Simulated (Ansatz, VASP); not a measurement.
ZrB2 in VASP and in Ansatz

File INCAR:

```
PREC = Accurate
ENCUT = 520
EDIFF = 1E-7
ISMEAR = -1
SIGMA = 0.05
LREAL = F
LASPH = T
NELM = 100
ALGO = Normal
ISIF = 2
LWAVE = F
LCHARG = F
GGA = PE
NBANDS = 16
```

The input KPOINTS:

```
regular mesh
0
Gamma
  12 12 9
```

POSCAR

```
ZrB2
1.0
    3.1437575759      0.0000000000      0.0000000000
   -1.5718787880      2.7225739241      0.0000000000
    0.0000000000      0.0000000000      3.4963751271
Zr B
1 2
Direct
    0.0000000000      0.0000000000      0.0000000000
    0.3333333333      0.6666666667      0.5000000000
    0.6666666667      0.3333333333      0.5000000000
```

Input for Ansatz:

```yaml
crystal:
  lattice:
    - [3.1437575759, 0.0, 0.0]
    - [-1.571878788, 2.7225739241, 0.0]
    - [0.0, 0.0, 3.4963751271]
  atoms:
    - { symbol: Zr, position: [0.0, 0.0, 0.0] }
    - { symbol: B, position: [0.3333333333, 0.6666666667, 0.5] }
    - { symbol: B, position: [0.6666666667, 0.3333333333, 0.5] }
kpoints:
  mp_grid: { grid: [12, 12, 9] }
  band_path:
    path:
      - [0.0, 0.0, 0.0]
      - [0.5, 0.0, 0.0]
      - [0.3333333333, 0.3333333333, 0.0]
      - [0.0, 0.0, 0.0]
      - [0.0, 0.0, 0.5]
      - [0.5, 0.0, 0.5]
      - [0.3333333333, 0.3333333333, 0.5]
      - [0.0, 0.0, 0.5]
      - [0.5, 0.0, 0.5]
    npoints: 5
scf:
  occupations: { method: fermi_dirac, width: 0.05 }
hamiltonian:
  xc: pbe
  pseudopotentials: { kind: all_electron, lapw: { basis_error: 0.001 } }
output:
  forces: true
  stress: true
  eigenvalues: true
```

Change from the starting cell: volume scaled by 0.98.

Alike in both runs: task single point; functional PBE; k mesh 12 × 12 × 9; occupations fermi-dirac, width 0.05 eV; no spin polarisation.

```csv
,VASP,Ansatz
version,VASP 6.6.1,Ansatz 0.2.0
potentials or method,"VASP PAW PBE potentials, release 64 (Zr_sv, B)","all-electron LAPW, scalar-relativistic"
plane-wave cutoff (eV),520,see its input
```

|  | VASP | Ansatz | Ansatz less VASP |
| --- | --- | --- | --- |
| pressure (GPa) | 7.8 | 7.7 | -0.13 |
| largest component of the traceless stress (GPa) | 0.77 | 0.77 | -0.002 |

Ansatz ran all-electron here, so the differences hold the error of VASP's frozen core and of both bases.
